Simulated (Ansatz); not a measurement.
**LDA, PBE, PBEsol and r²SCAN on AgI**

```
CELL_PARAMETERS angstrom
0.00000 3.23650 3.23650
3.23650 0.00000 3.23650
3.23650 3.23650 0.00000
ATOMIC_POSITIONS crystal
Ag 0.00000 0.00000 0.00000
I 0.75000 0.75000 0.75000
```

Atom numbers follow the list: Ag1, I2.

The cell is COD entry 9008829, as deposited and not checked against the literature; nothing was relaxed. It differs from other determinations.

No spin–orbit coupling, which matters for the heavy atoms here.

One fixed cell is solved with several functionals by PAW with the default files in Ansatz 0.2.0, scalar-relativistically. A positive pressure means that the functional wants a larger cell.

The PAW files were made with PBE; their cores are remade for each functional.

The runs use a Γ-centred 7×7×7 k mesh, Fermi–Dirac smearing of 0.01 eV, cutoff 420 eV, no spin polarisation.

Cutoffs: PBE 420 eV, LDA 420 eV, PBEsol 420 eV, r²SCAN 500 eV.

```tsv
setting	P (GPa)	gap over the k mesh and a high-symmetry path (eV)	lowest level at Γ above −25 eV, from the valence-band top or, without a gap, the Fermi level (eV)
PBE	2.23	1.34	-12.87
LDA	-2.07	1.05	-12.96
PBEsol	-0.35	1.20	-12.91
r²SCAN	1.57	1.82	-13.24
```
